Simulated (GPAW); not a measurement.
Runs of GPAW 26.7.0 on C. The structure is monoclinic, space group C2/m (No. 12). Conventional cell: a = 4.255 Å, b = 2.457 Å, c = 3.765 Å, α = 90.00°, β = 111.49°, γ = 90.00°. C (site symmetry m) has 3 C at 1.42 Å as nearest neighbours. This is a stacking variant of graphite.

```tsv
task	level	potentials or basis	cell	band path	band points	eigensolver	gap on the mesh (eV)	pressure (GPa)	largest force (eV/Å)
single point	PBE	GPAW PAW data sets (gpaw-data 1.2.1), pw	strain = 0.04	-	-	-	0.75	-23.4	-
single point	PBE	GPAW PAW data sets (gpaw-data 1.2.1), pw	strain = -0.04	-	-	-	1.13	(a)	0.01
band structure	revPBE	the program's PAW data sets (release 1.2.1) made for this functional, pw	as given	GYFLI,I1ZF1,YX1,XGN,MG	100	-	-	6.6	0.01
band structure	RPBE	the program's PAW data sets (release 1.2.1) made for this functional, pw	as given	GYFLI,I1ZF1,YX1,XGN,MG	100	-	-	(c)	0.01
single point	PBE	GPAW PAW data sets (gpaw-data 1.2.1), pw	strain = 0.01	-	-	-	0.88	-4.2	-
single point	PBE	GPAW PAW data sets (gpaw-data 1.2.1), pw	strain = -0.01	-	-	-	(b)	12.3	0.01
band structure	BLYP	PAW data sets generated in the run's folder for this functional, pw	as given	GYFLI,I1ZF1,YX1,XGN,MG	100	davidson	-	6.2	-
```

Alike in all rows: no spin polarisation; k mesh 13 × 13 × 8; cutoff (eV) 800; smearing fermi-dirac 0.05 eV.

**Question.** Estimate the missing entries.

**Answer.** (a) 43.5; (b) 0.98; (c) 7.6.

Caveats: this functional lacks dispersion, which binds the layers, so the pressure and a relaxed spacing across them are unreliable; the density grid can change from cell to cell, which puts small steps into energies and stress (some runs); an odd mesh through Γ misses points on the zone boundary, where band edges often lie (some runs).
